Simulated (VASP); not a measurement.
# LiF: band gap with a hybrid functional, by functional

LiF, P6_3mc (no. 186), 4 atoms in the cell.

| Functional | Gap, path and mesh (eV) | Direct gap, path and mesh (eV) | Gap on the mesh (eV) | Direct gap at Γ (eV) | Time (s) |
|---|---|---|---|---|---|
| revTPSSh | 9.24 | 9.24 | 9.24 | 9.24 | 426 |
| B1WC (libxc) | 9.73 | 9.73 | 9.73 | 9.73 | 397 |
| mPW1PW (libxc) | 10.97 | 10.97 | 10.97 | 10.97 | 503 |

Limits: the cutoff lies under the usual one of these potentials, so the numbers hold a basis-set error.

## Input of the first row

INCAR.step1:
```
SYSTEM = LiF
ALGO     = Normal         ! electronic algorithm
EDIFF    = 1E-5           ! SCF threshold, eV
ENCUT    = 450            ! plane-wave cutoff, eV
GGA      = PE             ! functional
GGA_COMPAT= .False.      
ISIF     = 2              ! what is computed and relaxed
ISMEAR   = 0              ! smearing method
KPAR     = 4            
LASPH    = .True.         ! aspherical terms in the spheres
LCHARG   = .False.        ! write CHGCAR
LREAL    = .False.        ! projectors in reciprocal space
LWAVE    = .True.         ! write WAVECAR
NBANDS   = 18             ! bands
NELM     = 150            ! most SCF steps
PREC     = Accurate       ! precision mode
SIGMA    = 0.02           ! smearing width, eV
```

INCAR.step2, as INCAR.step1 but for:
```
- EDIFF = 1E-5
- GGA = PE
- LWAVE = .True.
+ AEXX = 0.1
+ EDIFF = 1E-6
+ HFRCUT = -1
+ ISTART = 1
+ LHFCALC = .True.
+ LMIXTAU = .True.
+ LWAVE = .False.
+ METAGGA = RTPSS
+ PRECFOCK = Fast
```

KPOINTS:
```
k-points
0
Gamma
  6 6 4
```

KPOINTS_OPT:
```
path GMKGALHA,LM,KH
6
line-mode
reciprocal
 0.0000000000  0.0000000000  0.0000000000  G
 0.5000000000  0.0000000000  0.0000000000  M

 0.5000000000  0.0000000000  0.0000000000  M
 0.3333333333  0.3333333333  0.0000000000  K

 0.3333333333  0.3333333333  0.0000000000  K
 0.0000000000  0.0000000000  0.0000000000  G

 0.0000000000  0.0000000000  0.0000000000  G
 0.0000000000  0.0000000000  0.5000000000  A

 0.0000000000  0.0000000000  0.5000000000  A
 0.5000000000  0.0000000000  0.5000000000  L

 0.5000000000  0.0000000000  0.5000000000  L
 0.3333333333  0.3333333333  0.5000000000  H

 0.3333333333  0.3333333333  0.5000000000  H
 0.0000000000  0.0000000000  0.5000000000  A

 0.5000000000  0.0000000000  0.5000000000  L
 0.5000000000  0.0000000000  0.0000000000  M

 0.3333333333  0.3333333333  0.0000000000  K
 0.3333333333  0.3333333333  0.5000000000  H
```

POSCAR:
```
LiF
1.0
    3.0609398175      0.0000000000      0.0000000000
   -1.5304699087      2.6508516414      0.0000000000
    0.0000000000      0.0000000000      4.8073245700
F Li
2 2
Direct
    0.6666666667      0.3333333333      0.4938437400
    0.3333333333      0.6666666667      0.9938437400
    0.6666666667      0.3333333333      0.8811542600
    0.3333333333      0.6666666667      0.3811542600
```

Commands (each step's output is kept before the next begins):
```
cat potpaw_PBE.64/F/POTCAR potpaw_PBE.64/Li_sv/POTCAR > POTCAR
cp INCAR.step1 INCAR
mpirun -np 4 vasp_std > vasp.out
cp INCAR.step2 INCAR
mpirun -np 4 vasp_std > vasp.out
```

Changes of the last row against the first:
```
(step 2)
- METAGGA = RTPSS
- AEXX = 0.1
- LMIXTAU = True
+ GGA = LIBXC
+ LIBXC1 = HYB_GGA_XC_MPW1PW
+ AEXX = 0.25
```

VASP 6.6.1 took 426 s on 4 cores (Intel Xeon 6975P-C (Granite Rapids)), a shared host.
